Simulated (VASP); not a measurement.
Wanted: the native input for a VASP 6.6.1 run.

| Quantity | Value |
| --- | --- |
| Task | optical spectrum |
| Functional | PBE |
| Potentials or basis | VASP PAW PBE potentials, release 64 (Cu, O) |
| Cutoff | 520 eV |
| k mesh | 6 × 6 × 6 |
| Occupations | gaussian, width 0.03 eV |
| Spin | no spin polarisation |
| Further INCAR settings | ALGO = Fast; EDIFF = 1e-06; NBANDS = 52 |

The structure of Cu2O (Cuprite) lies in POSCAR:

```
Cu2O                                    
1.0
    4.2311326687      0.0000000000      0.0000000000
    0.0000000000      4.2311326687      0.0000000000
    0.0000000000      0.0000000000      4.2311326687
  Cu              O             
     4     2
Direct
     0.2500000000000000    0.2500000000000000    0.2500000000000000
     0.2500000000000000    0.7500000000000000    0.7500000000000000
     0.7500000000000000    0.7500000000000000    0.2500000000000000
     0.7500000000000000    0.2500000000000000    0.7500000000000000
     0.0000000000000000    0.0000000000000000    0.0000000000000000
     0.5000000000000000    0.5000000000000000    0.5000000000000000
```

The input as run:

INCAR

```
SYSTEM = Cu2O
PREC = Accurate ; ENCUT = 520
EDIFF = 1E-6 ; ISMEAR = 0
SIGMA = 0.03 ; LREAL = .False.
LASPH = .True. ; NELM = 80
ALGO = Fast ; ISIF = 2
LWAVE = .False. ; LCHARG = .False.
GGA = PE ; LOPTICS = .True.
NBANDS = 52 ; NEDOS = 1000
CSHIFT = 0.05 ; KPAR = 2
```

KPOINTS

```
Automatic mesh
0
Gamma
  6 6 6
  0 0 0
```

Potentials or basis: VASP PAW PBE potentials, release 64 (Cu, O).

Command:

```bash
$ cat potpaw_PBE.64/Cu/POTCAR potpaw_PBE.64/O/POTCAR > POTCAR
$ mpirun -np 2 vasp_std > vasp.out
```

It gave:

```json
{
 "Pressure": "6.7 GPa",
 "Band gap on the k mesh": "0.59 eV, direct"
}
```

Caveat: spectra need much finer meshes, so this one isn't converged; independent-particle spectra lack excitons.

Run time: 20 s on 2 MPI ranks on AMD EPYC 9R45 96-Core Processor (Zen 5), with other jobs on the host, peak memory 0.25 GiB a rank.
